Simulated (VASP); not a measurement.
**VASP 6.6.1 run: BN**

INCAR

```
LASPH = .TRUE.
EDIFF = 1E-7
LREAL = .FALSE.
IBRION = -1
NELM = 99
NBANDS = 11
ALGO = Conjugate
SIGMA = 0.02
ENCUT = 520
LCHARG = .FALSE.
NSW = 0
ISIF = 2
GGA = PE
ISMEAR = -1
LWAVE = .FALSE.
PREC = Accurate
```

KPOINTS

```
KPOINTS created by Atomic Simulation Environment
0
Gamma
12 12 12
0 0 0
```

POSCAR

```
B  N
 1.0000000000000000
     1.3080048566852058    0.7551769561085414    3.2533303712000001
    -1.3080048566852058    0.7551769561085414    3.2533303712000001
     0.0000000000000000   -1.5103539122170828    3.2533303712000001
 B   N
   1   1
Cartesian
 -0.0000000000000000 -0.0000000000000001  9.7575145187143359
 -0.0000000000000000 -0.0000000000000000  3.2470197207530553
```

The recommended PBE PAW datasets give the neutral cell 8 valence electrons.

Command

```
mpirun -np 1 vasp_std
```

OSZICAR

```
N       E                     dE             d eps       ncg     rms           ort
DAV:   1     0.127394334625E+02    0.12739E+02   -0.49449E+03  2079   0.733E+02
DAV:   2    -0.179188409691E+02   -0.30658E+02   -0.29453E+02  2079   0.153E+02
DAV:   3    -0.187711768840E+02   -0.85234E+00   -0.85098E+00  2079   0.237E+01
DAV:   4    -0.187737702769E+02   -0.25934E-02   -0.25933E-02  2079   0.148E+00
DAV:   5    -0.187737801502E+02   -0.98733E-05   -0.98733E-05  2079   0.819E-02
SDA:   6    -0.155226382068E+02    0.32511E+01   -0.98733E-05  2079   0.626E+01   0.000E+00
CGA:   7    -0.172755690317E+02   -0.17529E+01   -0.17526E+01  2079   0.198E+00   0.157E-01
CGA:   8    -0.173766828560E+02   -0.10111E+00   -0.10140E+00  2079   0.227E-01  -0.133E-02
CGA:   9    -0.173868618739E+02   -0.10179E-01   -0.10180E-01  2079   0.261E-02  -0.110E-04
CGA:  10    -0.173881211726E+02   -0.12593E-02   -0.12616E-02  2079   0.217E-03  -0.109E-04
CGA:  11    -0.173882264459E+02   -0.10527E-03   -0.10508E-03  2079   0.255E-04   0.952E-06
CGA:  12    -0.173882378277E+02   -0.11382E-04   -0.11250E-04  2079   0.230E-05   0.961E-06
CGA:  13    -0.173882388505E+02   -0.10229E-05   -0.10070E-05  2079   0.224E-06   0.150E-06
CGA:  14    -0.173882389718E+02   -0.12130E-06   -0.12302E-06  2079   0.246E-07  -0.915E-08
SDA:  15    -0.173882389802E+02   -0.84004E-08   -0.83340E-08  2079   0.469E-08   0.819E-08
   1 F= -.17388239E+02 E0= -.17388239E+02  d E =-.438355E-12
```

Standard output (part)

```
POSCAR found type information on POSCAR B N
 POSCAR found :  2 types and       2 ions
 LDA part: xc-table for (Slater+PW92), standard interpolation
 POSCAR, INCAR and KPOINTS ok, starting setup
 WAVECAR not read
 entering main loop
 gam= 0.000 g(H,U,f)=  0.244E+01 0.382E+01 0.420E-10 ort(H,U,f) = 0.000E+00 0.000E+00 0.000E+00
 gam= 0.000 trial= 0.400  step=  0.5598 mean=  0.4000
 gam= 0.032 g(H,U,f)=  0.132E+00 0.663E-01 0.323E-11 ort(H,U,f) =-0.448E+00 0.464E+00 0.191E-10
 gam= 0.032 trial= 0.416  step=  1.0195 mean=  0.4160
 gam= 0.114 g(H,U,f)=  0.179E-01 0.472E-02 0.192E-14 ort(H,U,f) =-0.133E-01 0.119E-01 0.550E-14
 gam= 0.114 trial= 0.476  step=  0.9049 mean=  0.4763
 gam= 0.115 g(H,U,f)=  0.199E-02 0.621E-03 0.730E-16 ort(H,U,f) =-0.200E-02 0.199E-02 0.240E-15
 gam= 0.115 trial= 0.519  step=  0.9664 mean=  0.5192
 gam= 0.083 g(H,U,f)=  0.159E-03 0.587E-04 0.520E-14 ort(H,U,f) =-0.222E-03 0.211E-03-0.191E-13
 gam= 0.083 trial= 0.564  step=  0.9715 mean=  0.5639
 gam= 0.117 g(H,U,f)=  0.230E-04 0.246E-05 0.430E-15 ort(H,U,f) =-0.965E-05 0.106E-04 0.916E-15
 gam= 0.117 trial= 0.605  step=  0.8799 mean=  0.6047
 gam= 0.090 g(H,U,f)=  0.180E-05 0.498E-06 0.458E-15 ort(H,U,f) = 0.181E-06 0.780E-06 0.559E-15
 gam= 0.090 trial= 0.632  step=  0.8437 mean=  0.6322
 gam= 0.098 g(H,U,f)=  0.180E-06 0.440E-07 0.609E-16 ort(H,U,f) = 0.650E-07 0.853E-07 0.187E-15
 gam= 0.098 trial= 0.653  step=  1.0290 mean=  0.6533
...
```

From OUTCAR

```
k-points           NKPTS =    189   k-points in BZ     NKDIM =    189   number of bands    NBANDS=     11

   NELECT =       8.0000    total number of electrons

   dimension x,y,z NGX =    28 NGY =   28 NGZ =   28
   dimension x,y,z NGXF=    56 NGYF=   56 NGZF=   56

  energy-cutoff  :      520.00
  volume of cell :       19.28
      direct lattice vectors                 reciprocal lattice vectors
     1.308004857  0.755176956  3.253330371     0.382261578  0.220698825  0.102459110
    -1.308004857  0.755176956  3.253330371    -0.382261578  0.220698825  0.102459110
     0.000000000 -1.510353912  3.253330371     0.000000000 -0.441397649  0.102459110

 k-points in reciprocal lattice and weights: KPOINTS created by Atomic Simulation Env
   0.00000000  0.00000000  0.00000000       0.001
   0.08333333  0.00000000  0.00000000       0.003
   0.16666667  0.00000000  0.00000000       0.003
   0.25000000  0.00000000 -0.00000000       0.003
   0.33333333  0.00000000 -0.00000000       0.003
   0.41666667  0.00000000  0.00000000       0.003
   0.50000000  0.00000000 -0.00000000       0.002
   0.08333333  0.08333333  0.00000000       0.003
   ...

 E-fermi :   2.3835

 k-point     1 :       0.0000    0.0000    0.0000
  band No.  band energies     occupation
      1     -15.1837      2.00000
      2      -1.3974      2.00000
      3       0.4610      2.00000
      4       0.4610      2.00000
      5       7.1169      0.00000
      6      12.4910      0.00000
      7      12.4910      0.00000
      8      13.5582      0.00000
      9      14.7675      0.00000
     10      25.7749      0.00000
     11      28.7692      0.00000

 k-point     2 :       0.0833    0.0000    0.0000
  band No.  band energies     occupation
      1     -15.0576      2.00000
      2      -1.2774      2.00000
      3      -0.0830      2.00000
      4       0.2393      2.00000
      5       7.4136      0.00000
      6      12.4202      0.00000
      7      13.0077      0.00000
      8      13.1609      0.00000
      9      15.1525      0.00000
     10      26.0441      0.00000
     11      26.7481      0.00000

 k-point     3 :       0.1667    0.0000    0.0000
  band No.  band energies     occupation
      1     -14.6876      2.00000
      2      -1.4397      2.00000
      3      -0.9062      2.00000
      4      -0.3043      2.00000
      5       8.1312      0.00000
      6      12.0241      0.00000
      7      12.3734      0.00000
      8      14.4143      0.00000
      9      16.1317      0.00000
     10      23.8938      0.00000
     11      25.5294      0.00000

 k-point     4 :       0.2500    0.0000   -0.0000
  band No.  band energies     occupation
      1     -14.1026      2.00000
      2      -3.1037      2.00000
      3      -0.9396      2.00000
      4      -0.3360      2.00000
      5       8.9228      0.00000
      6      10.7026      0.00000
      7      12.3516      0.00000
      8      16.4026      0.00000
      9      17.3091      0.00000
     10      21.8457      0.00000
     11      24.0299      0.00000

 k-point     5 :       0.3333    0.0000   -0.0000
  band No.  band energies     occupation
      1     -13.3735      2.00000
      2      -4.7461      2.00000
      3      -1.4885      2.00000
      4       0.3985      2.00000
      5       8.6023      0.00000
      6      10.2535      0.00000
      7      12.7621      0.00000
      8      17.9564      0.00000
      9      18.6101      0.00000
     10      20.8509      0.00000
     11      22.9466      0.00000

 ...

  Total       -4.4133972     -4.4133972      0.3734598      0.0000000      0.0000000      0.0000000
  in kB     -366.7297093   -366.7297093     31.0325148      0.0000000      0.0000000      0.0000000
  external PRESSURE =    -234.1423013 kB  Pullay stress =       0.0000000 kB

 POSITION                                       TOTAL-FORCE (eV/Angst)
 -----------------------------------------------------------------------------------
      0.00000      0.00000      9.75751         0.000000      0.000000      0.007415
      0.00000      0.00000      3.24702         0.000000      0.000000     -0.007415
 -----------------------------------------------------------------------------------
    total drift:                                0.000000      0.000000      0.000033

  FREE ENERGIE OF THE ION-ELECTRON SYSTEM (eV)
  ---------------------------------------------------
  free  energy   TOTEN  =       -17.3882389802 eV

  energy  without entropy=      -17.3882389802  energy(sigma->0) =      -17.38823898
```

It converged. Results: gap between bands v and c on the k mesh 3.91 eV; least direct gap on the k mesh 4.37 eV; pressure -23.4 GPa. Band v is the last that the valence electrons fill when counted band by band, and c is the next.

For comparison, a separate PBE run of the intended cell, on usual settings and not on those above, gives a gap of 3.91 eV on its mesh and a pressure of -23.4 GPa.

The run above took about 48 s on one core of a shared host (Intel Xeon Platinum 8488C) and held 0.2 GiB at most.
